## Question

The table ranks crystal forms of germanium by their computed energy at zero pressure, with the atoms at rest. The lowest is the diamond form, space group 227. At least one label is wrong: the run that ended in space group 15 began as a random cell without symmetry, not from swapped species. Each relaxation keeps the symmetry of its start, so a listed form may be a saddle point and not a true minimum.

Crystal forms of germanium, computed with Ansatz 0.2.0 using DFT with the PBE functional, scalar-relativistic PAW and a plane-wave cutoff of 420 eV, without spin polarization or a dispersion correction. Cell and atoms were relaxed at zero pressure, keeping the symmetry of the starting structure.

```tsv
space group number	found from	atoms in cell	volume per atom (Å³)	closest atoms (Å)	energy over the lowest form listed (meV/atom)
227	database cell	2	23.90	2.4900	0
194	decorated net	12	23.87	2.4900	6
194	database cell	8	23.87	2.4900	9
194	database cell	4	23.87	2.4900	18
15	swapped species	6	24.07	2.4800	92
179	decorated net	6	23.55	2.5000	129
206	database cell	8	21.98	2.4800	140
96	database cell	12	21.54	2.5200	142
148	database cell	8	21.60	2.5100	146
139	swapped species	2	21.34	2.5200	222
84	decorated net	6	22.06	2.5300	224
141	database cell	2	19.31	2.7000	229
69	database cell	4	19.37	2.6200	237
164	decorated net	4	22.83	2.4900	246
127	decorated net	6	20.99	2.5800	257
194	swapped species	4	20.64	2.7400	265
166	swapped species	4	24.02	2.5200	266
64	swapped species	4	21.41	2.6400	270
229	decorated net	8	31.22	2.4800	270
193	decorated net	10	20.20	2.7100	286
115	swapped species	5	32.59	2.4800	292
191	decorated net	8	23.37	2.5500	300
```

Compare diamond with three others, named here by their space groups and cells. The first is the hexagonal stacking 2H (194, four atoms in the cell, volume 23.87 Å$^3$ per atom). The second is the metallic beta-tin form (141), and the third is ST12 (96), a dense form in which each atom keeps four neighbours.

(a) Diamond and 2H have nearly the same volume and the same shortest contact. Why does 2H lie higher? Do the listed energies of the stackings 4H (eight atoms in the cell) and 6H (twelve atoms), in which one half and one third of the layers are hexagonal, follow from its own?

(b) Why does beta-tin lie so much higher than 2H, and what pressure would put it below diamond?

(c) Suppose that the method misjudges a metal against a semiconductor by some tens of meV per atom. Which of your conclusions survive?

(d) Could heat do the work of pressure? Compare germanium with tin, its heavier neighbour in the group.

## Model answer

### (a) The cost of a stacking

Diamond germanium consists of puckered sheets joined by upright bonds. Look along one of these bonds: the three bonds at the far end appear in the gaps between the three at the near end. In 2H they lie straight behind them, so the bonds are eclipsed. Each atom still has four neighbours at nearly the same distances and angles, but the electron pairs of the eclipsed bonds come closer and repel each other more. The table shows that 2H costs energy at almost unchanged volume; that eclipsing is the reason is an argument from the geometry. The known shape of hexagonal germanium fits it, since the sheets of 2H lie slightly further apart than those of diamond, as if the facing bonds pushed them.

Each atom has four bonds, and each bond is shared by two atoms, which makes two bonds per atom. One bond in four is upright, so there is half an upright bond per atom. The 18 meV per atom of 2H therefore amounts to 36 meV for each eclipsed bond.

If these costs simply add, the energy grows in proportion to the share of hexagonal layers. This rule gives 9 meV per atom for 4H and 6 for 6H, as in the table. Only 2H set the scale, so the other two rows test the rule. The match is closer than the energies deserve, however: the lowest form comes out 3 meV per atom away from its elemental reference, where the difference should be zero.

### (b) The cost of a dense metal

In diamond, each atom's four outer electrons go into four short, directed bonds. These bonds hold the neighbours apart at wide angles and leave much empty space. Beta-tin fills part of that space by bringing two further neighbours close to each atom. The price is that its shortest contact grows from 2.49 to 2.70 Å and the bonding becomes weaker and less directed, whereas 2H keeps all four short bonds.

At zero pressure this is a bad bargain, because density earns nothing. Under a pressure $P$ the stable form is the one with the lowest enthalpy $H = E + PV$, where $E$ is the energy and $V$ the volume, both per atom. Each cubic ångström saved now lowers the enthalpy. Two forms change places when the pressure times the volume saved pays for the extra energy:

$$P \approx \frac{E_{\text{tin}} - E_{\text{dia}}}{V_{\text{dia}} - V_{\text{tin}}} = \frac{0.229\ \text{eV}}{(23.90 - 19.31)\ \text{Å}^3} \approx 0.050\ \text{eV/Å}^3 \approx 8.0\ \text{GPa}.$$

The last step uses 1 eV/Å$^3$ ≈ 160 GPa. The estimate keeps both volumes at their zero-pressure values. In fact both forms shrink, and so does the difference between them. With a rough, recalled stiffness of 70 GPa for both, the crossing moves up to about 8.5 GPa, a modest correction.

### (c) What survives an error of the method

Diamond's place below beta-tin at zero pressure is safe. An error of some tens of meV is small beside the 229 meV between them. The order of diamond and 2H is fairly safe for a different reason: their bonding is so alike that most of the error should cancel. The order of 4H and 6H, only 3 meV apart, would not be safe without the stacking argument behind it.

The crossing pressure is less certain. Each 10 meV of error in beta-tin against diamond moves it by about 0.35 GPa. There is cause for caution, since the calculation gives diamond germanium no band gap, whereas the real crystal is a semiconductor. That fault doesn't measure the error in the total energy, but it warns that semiconductor and metal may not be treated evenly. In silicon, functionals of this kind tend to place the metal too low; if the same holds here, the true crossing lies higher.

The conclusion most exposed to an error between metal and semiconductor is that beta-tin comes before ST12 on compression. ST12 costs 142 meV and saves 2.36 Å$^3$, which puts its own crossing with diamond at 9.6 GPa. Beta-tin would cross at that same pressure if its energy were

$$\frac{142\ \text{meV}}{2.36\ \text{Å}^3} \times 4.59\ \text{Å}^3 \approx 276\ \text{meV}.$$

That is 47 meV above its computed value. An error of the supposed size could therefore let ST12 come first, although it would leave diamond lowest at zero pressure.

### (d) Heat in place of pressure

A metal with weaker, less directed bonds usually has softer vibrations and hence more entropy, so heat favours beta-tin. To overtake diamond without pressure near the melting point, at roughly 1200 K, it would need an entropy lead of about 2.2 $k_\mathrm{B}$ per atom, where $k_\mathrm{B}$ is Boltzmann's constant. In tin the same change of structure brings a lead of only about 1 $k_\mathrm{B}$, a rough recalled value. If germanium is similar, it melts before heat alone can reverse the order.

Tin does reverse. Its diamond form, grey tin, turns into the metallic white form a little below room temperature. The larger atoms form weaker directed bonds, so the four-bonded structure has a much smaller lead to lose. Down the group, the same contest thus passes from one that needs a press to one that mild warmth decides.

## Remarks on the reasoning

**Energy alone doesn't name the form that pressure brings.** It would be a mistake to look only for the form nearest to diamond in energy. By that rule 2H should appear long before beta-tin. Yet at the computed beta-tin crossing, its listed saving of 0.03 Å$^3$ would earn it only about 1.5 meV of the 18 it needs. Even that saving may be numerical scatter, since 4H and 6H show the same one with fewer hexagonal layers. The useful figure is the energy to be paid for each unit of volume saved.

**A roomy form moves the other way.** The form with space group 15 lies only 92 meV above diamond, well below beta-tin. It takes up slightly more room than diamond, however, so pressure at first pushes it further behind. A full answer checks the sign of the volume difference before it divides.

**The first place under pressure is narrowly won.** Beta-tin has the lowest crossing pressure of the listed forms that are clearly denser than diamond. The form with space group 69 follows at 8.4 GPa and lies only 8 meV above beta-tin. With energies of metals good to about 4 meV, this order is likely but not beyond doubt.

**The rule works for any pair.** Suppose that the metal has been made in a press and the pressure is then released. Beta-tin and ST12 change places at about 6.3 GPa, and below that ST12 is the lower of the two. Diamond is lower still, and stretching the beta-tin cell along its short axis while narrowing it sideways would lead there. If a dense four-bonded form is left in the press all the same, the barriers along the way have decided it, and these were not calculated.

**Lowest and obtainable are different claims.** The ranking says which change lowers the energy of a sample, not how fast it happens. Hexagonal germanium can be grown on a hexagonal template and then persist, because turning it into diamond means shifting whole layers, which the template can also hinder. Its survival leaves the order of the energies as it was.

The printed output below gives the stacking predictions, scaled from 2H alone, and the crossing pressures from the energies and volumes of the table.

Numerical output:

```
4H energy predicted from 2H by share of hexagonal layers, meV/atom: 9
6H energy predicted from 2H by share of hexagonal layers, meV/atom: 6
cost of one eclipsed bond in 2H (half such a bond per atom), meV: 36
volume saved by beta-tin against diamond, A^3/atom: 4.59
volume saved by beta-tin against diamond, percent: 19.21
crossing pressure diamond to beta-tin, GPa: 7.993
crossing pressure diamond to row 69, GPa: 8.382
crossing pressure diamond to ST12, GPa: 9.64
crossing pressure diamond to R8, GPa: 10.17
crossing pressure diamond to BC8, GPa: 11.68
crossing diamond to beta-tin with both forms compressible, GPa: 8.511
crossing diamond to ST12 with both forms compressible, GPa: 10.42
energy gained by 2H over diamond from its volume at the beta-tin crossing, meV/atom: 1.497
rise of beta-tin energy that would let ST12 come first, meV/atom: 47.18
shift of beta-tin crossing per 10 meV/atom of error, GPa: 0.3491
pressure below which ST12 lies under beta-tin, GPa: 6.251
entropy lead beta-tin would need at 1200 K without pressure, kB per atom: 2.215
```
